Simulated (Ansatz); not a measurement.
HfO2:

```
CELL_PARAMETERS angstrom
5.11800 0.00000 0.00000
0.00000 5.18570 0.00000
-0.85866 0.00000 5.21387
ATOMIC_POSITIONS crystal
Hf 0.27550 0.46030 0.70800
Hf 0.72450 0.96030 0.79200
Hf 0.72450 0.53970 0.29200
Hf 0.27550 0.03970 0.20800
O 0.07420 0.16840 0.84670
O 0.92580 0.66840 0.65330
O 0.92580 0.83160 0.15330
O 0.07420 0.33160 0.34670
O 0.44870 0.74190 0.98010
O 0.55130 0.24190 0.51990
O 0.55130 0.25810 0.01990
O 0.44870 0.75810 0.48010
```

```yaml
Program: Ansatz 0.2.0
Task: relaxation of cell and atoms
Functional: PBE
Potentials_or_basis: Ansatz PAW
Cutoff: "420 eV (not typed: the program's choice for these potentials)"
k_mesh: 4 × 4 × 4
Occupations: fermi-dirac, width 0.05 eV
Spin: no spin polarisation
```

At the start: volume 11.53 Å³/atom.

Q: Where does the relaxation end?

A: It ends after 9 steps and the volume is 11.83 Å³/atom (+2.6 %); space group P2_1/c (No. 14, to 0.05 Å).

Step by step:
| step | energy change (eV) | largest force (eV/Å) | volume (Å³) |
| --- | --- | --- | --- |
| 1 | 0.0000 | 0.4817 | 138.38 |
| 2 | -0.0441 | 0.2053 | 142.19 |
| 3 | -0.0664 | 0.0830 | 141.78 |
| 4 | -0.0675 | 0.0650 | 141.88 |
| 5 | -0.0700 | 0.0260 | 141.68 |
| 6 | -0.0698 | 0.0028 | 141.77 |
| 7 | -0.0885 | 0.0028 | 141.77 |
| 8 | -0.0879 | 0.0071 | 141.93 |
| 9 | -0.0886 | 0.0073 | 141.93 |

Final structure:
```yaml
crystal:
  lattice:
    - [5.16094, 0.00000, -0.01539]
    - [0.00000, 5.21207, 0.00000]
    - [-0.88155, 0.00000, 5.27887]
  atoms:
    - { symbol: Hf, position: [0.27571, 0.45713, 0.70839] }
    - { symbol: Hf, position: [0.72429, 0.95713, 0.79161] }
    - { symbol: Hf, position: [0.72429, 0.54287, 0.29161] }
    - { symbol: Hf, position: [0.27571, 0.04287, 0.20839] }
    - { symbol: O, position: [0.06718, 0.17133, 0.84844] }
    - { symbol: O, position: [0.93282, 0.67133, 0.65156] }
    - { symbol: O, position: [0.93282, 0.82867, 0.15156] }
    - { symbol: O, position: [0.06718, 0.32867, 0.34844] }
    - { symbol: O, position: [0.44913, 0.74279, 0.97667] }
    - { symbol: O, position: [0.55087, 0.24279, 0.52333] }
    - { symbol: O, position: [0.55087, 0.25721, 0.02333] }
    - { symbol: O, position: [0.44913, 0.75721, 0.47667] }
```

Caveat: the plane-wave basis is chosen anew once the cell has moved, so the energies of steps on either side of that aren't comparable; the pressure holds a Pulay correction of +0.8 GPa for the finite cutoff.
